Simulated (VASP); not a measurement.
# C (Fd-3m) in VASP: a series of runs, part 2 of 2

VASP 6.6.1. The steps go on from the part before.

## 3. Born charges and dielectric tensor, PBE

Contents of INCAR:

```
PREC = Accurate
ENCUT = 520
EDIFF = 1E-8
ISMEAR = 0
SIGMA = 0.02
LREAL = F
LASPH = T
NELM = 80
ALGO = Normal
ISIF = 2
LWAVE = F
LCHARG = F
GGA = PE
LEPSILON = T
IBRION = 8
NSW = 1
```

Contents of KPOINTS:

```
Automatic mesh
0
Gamma
  14 14 14
```

Contents of POSCAR:

```
C
1.0
    0.0000000000      1.7833700000      1.7833700000
    1.7833700000      0.0000000000      1.7833700000
    1.7833700000      1.7833700000      0.0000000000
C
2
Direct
    0.0000000000      0.0000000000      0.0000000000
    0.2500000000      0.2500000000      0.2500000000
```

Potentials or basis: VASP PAW PBE potentials, release 64 (C).

Launch:

```bash
$ cat potpaw_PBE.64/C/POTCAR > POTCAR
$ mpirun -np 1 vasp_std > vasp.out
```

OUTCAR:

```text
PREC = Accurate
   ENCUT = 520
   EDIFF = 1E-8
   ISMEAR = 0
   LREAL = F
   LASPH = T
   NELM = 80
   ISIF = 2
   GGA = PE
   LEPSILON = T
   IBRION = 8
   NSW = 1

 ion  position               nearest neighbor table
   1  0.000  0.000  0.000-   2 1.54   2 1.54   2 1.54   2 1.54
   2  0.250  0.250  0.250-   1 1.54   1 1.54   1 1.54   1 1.54

  LATTYP: Found a face centered cubic cell.
 ALAT       =     3.5667400000

  Lattice vectors:

 A1 = (   0.0000000000,   1.7833700000,   1.7833700000)
 A2 = (   1.7833700000,   0.0000000000,   1.7833700000)
 A3 = (   1.7833700000,   1.7833700000,   0.0000000000)

Analysis of symmetry for initial positions (statically):
=====================================================================
 Subroutine PRICEL returns:
 Original cell was already a primitive cell.

 Routine SETGRP: Setting up the symmetry group for a
 face centered cubic supercell.

 Subroutine GETGRP returns: Found 48 space group operations
 (whereof 24 operations were pure point group operations)
 out of a pool of 48 trial point group operations.

The static configuration has the point symmetry T_d .
 The point group associated with its full space group is O_h .

Analysis of symmetry for dynamics (positions and initial velocities):
=====================================================================
 Subroutine PRICEL returns:
 Original cell was already a primitive cell.

[... 528 lines left out ...]

 BORN EFFECTIVE CHARGES (including local field effects) (in |e|, cummulative output)
 ---------------------------------------------------------------------------------
 ion    1
    1    -0.00000     0.00000     0.00000
    2     0.00000    -0.00000     0.00000
    3    -0.00000     0.00000    -0.00000
 ion    2
    1     0.00000     0.00000     0.00000
    2     0.00000     0.00000     0.00000
    3     0.00000     0.00000     0.00000

 INTERNAL STRAIN TENSOR FOR ION    2 for displacements in x,y,z  (eV/Angst):
          X           Y           Z          XY          YZ          ZX
  --------------------------------------------------------------------------------
  x     0.00000    -0.00000    -0.00000     0.00000    -3.07076     0.00000
  y     0.00000    -0.00000     0.00000     0.00000     0.00000    -3.07076
  z    -0.00000     0.00000     0.00000    -3.07076     0.00000     0.00000

 SECOND DERIVATIVES (NOT SYMMETRIZED)
 ------------------------------------
               1X          1Y          1Z          2X          2Y          2Z
  1X   -37.235137    0.000000    0.000000   37.235137    0.000000    0.000000
  1Y     0.000000  -37.235137    0.000000    0.000000   37.235137    0.000000
  1Z     0.000000    0.000000  -37.235137    0.000000    0.000000   37.235137
  2X    37.235137    0.000000    0.000000  -37.235137    0.000000    0.000000
  2Y     0.000000   37.235137    0.000000    0.000000  -37.235137    0.000000
  2Z     0.000000    0.000000   37.235137    0.000000    0.000000  -37.235137

 Eigenvectors and eigenvalues of the dynamical matrix
 ----------------------------------------------------

   1 f  =   38.927151 THz   244.586501 2PiTHz 1298.469981 cm-1   160.989687 meV
             X         Y         Z           dx          dy          dz
      0.000000  0.000000  0.000000     0.000000    0.229907    0.668688
      0.891685  0.891685  0.891685     0.000000   -0.229907   -0.668688
[... 11 lines left out ...]
   4 f  =    0.000000 THz     0.000000 2PiTHz    0.000000 cm-1     0.000000 meV
             X         Y         Z           dx          dy          dz
      0.000000  0.000000  0.000000     0.707107    0.000000    0.000000
      0.891685  0.891685  0.891685     0.707107    0.000000    0.000000

   5 f/i=    0.000000 THz     0.000003 2PiTHz    0.000014 cm-1     0.000002 meV
             X         Y         Z           dx          dy          dz
      0.000000  0.000000  0.000000     0.000000    0.251037   -0.661045
      0.891685  0.891685  0.891685     0.000000    0.251037   -0.661045

   6 f/i=    0.000001 THz     0.000004 2PiTHz    0.000023 cm-1     0.000003 meV
             X         Y         Z           dx          dy          dz
      0.000000  0.000000  0.000000     0.000000   -0.661045   -0.251037
      0.891685  0.891685  0.891685     0.000000   -0.661045   -0.251037

--------------------------------------------------------------------------------------------------------

 MACROSCOPIC STATIC DIELECTRIC TENSOR IONIC CONTRIBUTION
 ------------------------------------------------------
           0.000000     0.000000     0.000000
           0.000000     0.000000     0.000000
           0.000000     0.000000     0.000000
 ------------------------------------------------------

 ELASTIC MODULI CONTR FROM IONIC RELAXATION (kBar)
 Direction    XX          YY          ZZ          XY          YZ          ZX
 --------------------------------------------------------------------------------
 XX          -0.0000      0.0000      0.0000     -0.0000      0.0000      0.0000
 YY           0.0000     -0.0000     -0.0000      0.0000     -0.0000     -0.0000
 ZZ           0.0000     -0.0000     -0.0000      0.0000     -0.0000      0.0000
 XY          -0.0000      0.0000      0.0000    -35.7679      0.0000      0.0000
 YZ           0.0000     -0.0000     -0.0000      0.0000    -35.7679      0.0000
 ZX           0.0000     -0.0000      0.0000      0.0000      0.0000    -35.7679
 --------------------------------------------------------------------------------

 PIEZOELECTRIC TENSOR IONIC CONTR  for field in x, y, z        (C/m^2)
          XX          YY          ZZ          XY          YZ          ZX
  --------------------------------------------------------------------------------
  x     0.00000    -0.00000    -0.00000     0.00000    -0.00000     0.00000
  y     0.00000    -0.00000     0.00000     0.00000     0.00000    -0.00000
  z    -0.00000     0.00000     0.00000    -0.00000    -0.00000     0.00000
```

OSZICAR:

```text
N       E                     dE             d eps       ncg     rms          rms(c)
DAV:   1    -0.713519649068E+00   -0.71352E+00   -0.50656E+03  1744   0.984E+02
DAV:   2    -0.187028590405E+02   -0.17989E+02   -0.17062E+02  2576   0.109E+02
[... 13 lines left out ...]
RMM:   5    -0.111883498985E+00    0.80350E-04   -0.18598E-05 10937   0.210E-02    0.108E-03
RMM:   6    -0.111881119315E+00    0.23797E-05   -0.91682E-07 10759   0.157E-03    0.519E-04
RMM:   7    -0.111877371680E+00    0.37476E-05   -0.19396E-08 11138   0.721E-04    0.728E-05
RMM:   8    -0.111877707701E+00   -0.33602E-06   -0.44644E-08 11171   0.128E-04    0.192E-05
RMM:   9    -0.111877411954E+00    0.29575E-06    0.29053E-08 11389   0.362E-05    0.398E-06
RMM:  10    -0.111877411831E+00    0.12287E-09   -0.51475E-09 10765   0.753E-06    0.446E-07
 Linear response finished
```

stdout:

```text
POSCAR found type information on POSCAR C
 POSCAR found :  1 types and       2 ions
 scaLAPACK will be used
 LDA part: xc-table for (Slater+PW92), standard interpolation
 POSCAR, INCAR and KPOINTS ok, starting setup
 FFT: planning ... GRIDC
 FFT: planning ... GRID_SOFT
 FFT: planning ... GRID
 WAVECAR not read
 entering main loop
 Linear response reoptimize wavefunctions to high precision
 Linear response G [H, r] |phi>, progress :
  Direction:   1
 Linear response G [H, r] |phi>, progress :
  Direction:   2
 Linear response G [H, r] |phi>, progress :
  Direction:   3
 Linear response to external field (no local field effect), progress :
  Direction:   1
 dielectric tensor                  component  1 :     6.981     2.686     0.765
 Linear response to external field (no local field effect), progress :
  Direction:   2
 dielectric tensor                  component  2 :     2.686     6.900    -1.022
 Linear response to external field (no local field effect), progress :
  Direction:   3
 dielectric tensor                  component  3 :     0.765    -1.022     3.984
 Linear response to external field, progress :
  Direction:   1
 dielectric tensor                  component  1 :     5.848     1.479     0.553
 Linear response to external field, progress :
  Direction:   2
 dielectric tensor                  component  2 :     1.208     5.848     0.070
 Linear response to external field, progress :
  Direction:   3
 dielectric tensor                  component  3 :     0.246     0.987     5.848
 Linear response DOF=           1
 Linear response progress:
 first order change of Fermi-energy   0.15069E-03
 force on displaced ion       1 direction 1 : -37.235  -0.000  -0.000
 Born effective charge ion    1 direction 1 :   0.000   0.000   0.000
 Born effective charges drift removed
 Linear response finished
```

Wall time 94 s (1 thread of Intel Xeon Platinum 8488C (Sapphire Rapids), shared host); peak memory 0.2 GiB.

Results:

- Band gap on the k mesh: 4.13 eV, indirect (least direct gap 5.59 eV)
- Electronic dielectric tensor (diagonal): 5.85
- Born charges (mean of the diagonal): C +0.00 e
- Highest phonon frequency at Γ: 1298 cm⁻¹

Phonon frequencies in cm⁻¹ (negative: imaginary):
```tsv
q point	frequencies
(0.000, 0.000, 0.000)	0 0 0 1298 1298 1298
```

Electronic dielectric tensor:
```
5.85 0.00 0.00
0.00 5.85 0.00
0.00 0.00 5.85
```

Born effective charge tensors (e):
atom 1, C
```
0.00 0.00 0.00
0.00 0.00 0.00
0.00 0.00 0.00
```
atom 2, C
```
0.00 0.00 0.00
0.00 0.00 0.00
0.00 0.00 0.00
```

A k mesh can miss the band edges. A hybrid or GW would open this gap; PBE tends to underestimate it.
